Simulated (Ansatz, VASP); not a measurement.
This is a calculation of MgO for Ansatz 0.2.0. The cell is a database's computed one, not the measured one.

The input input.yaml:

```yaml
crystal:
  lattice:
    - [0.0, 2.0970013927, 2.0970013927]
    - [2.0970013927, 0.0, 2.0970013927]
    - [2.0970013927, 2.0970013927, 0.0]
  atoms:
    - { symbol: Mg, position: [0.0, 0.0, 0.0] }
    - { symbol: O, position: [0.5, 0.5, 0.5] }
kpoints:
  mp_grid: { grid: [11, 11, 11] }
scf:
  occupations: { method: gaussian, width: 0.1 }
hamiltonian:
  xc: pbe
  pseudopotentials: { kind: all_electron, lapw: { basis_error: 0.001 } }
output:
  forces: true
  stress: true
  eigenvalues: true
```

Potentials or basis: all-electron LAPW, scalar-relativistic.

Run with:

```bash
$ ansatz run input.yaml --threads 1 --pin off --max-ram 3072MiB --backend cpu --events-out ev --progress --plain --runs-dir out
```

What does the same run look like in VASP 6.6.1? Potentials or basis there: PBE PAW files Mg, O, 520 eV.

As run (cutoffs and basis follow the program's own potentials, and thresholds, step limits or extra output files can differ):

Contents of INCAR:

```
PREC     = Accurate       # precision mode
ENCUT    = 520            # plane-wave cutoff, eV
EDIFF    = 1E-7           # SCF threshold, eV
ISMEAR   = 0              # smearing method
SIGMA    = 0.1            # smearing width, eV
LREAL    = F              # projectors in reciprocal space
LASPH    = T              # aspherical terms in the spheres
NELM     = 80             # most SCF steps
ALGO     = Normal         # electronic algorithm
ISIF     = 2              # what is computed and relaxed
LWAVE    = F              # write WAVECAR
LCHARG   = F              # write CHGCAR
GGA      = PE             # functional
NBANDS   = 11             # bands
```

The input KPOINTS:

```
regular mesh
0
Gamma
  11 11 11
```

The input POSCAR:

```
MgO
1.0
    0.0000000000      2.0970013927      2.0970013927
    2.0970013927      0.0000000000      2.0970013927
    2.0970013927      2.0970013927      0.0000000000
Mg O
1 1
Cartesian
    0.0000000000      0.0000000000      0.0000000000
    2.0970013927      2.0970013927      2.0970013927
```

Potentials or basis: VASP PAW PBE potentials, release 64 (Mg, O).

Run with:

```console
$ cat potpaw_PBE.64/Mg/POTCAR potpaw_PBE.64/O/POTCAR > POTCAR
$ mpirun -np 1 vasp_std > vasp.out
```

Both were run:

|  | Ansatz | VASP |
| --- | --- | --- |
| Pressure | 7.0 GPa | 6.2 GPa |

Where Ansatz's input types no cutoff or centring, it takes its own default and a Γ-centred mesh.

Pressure is positive in compression.
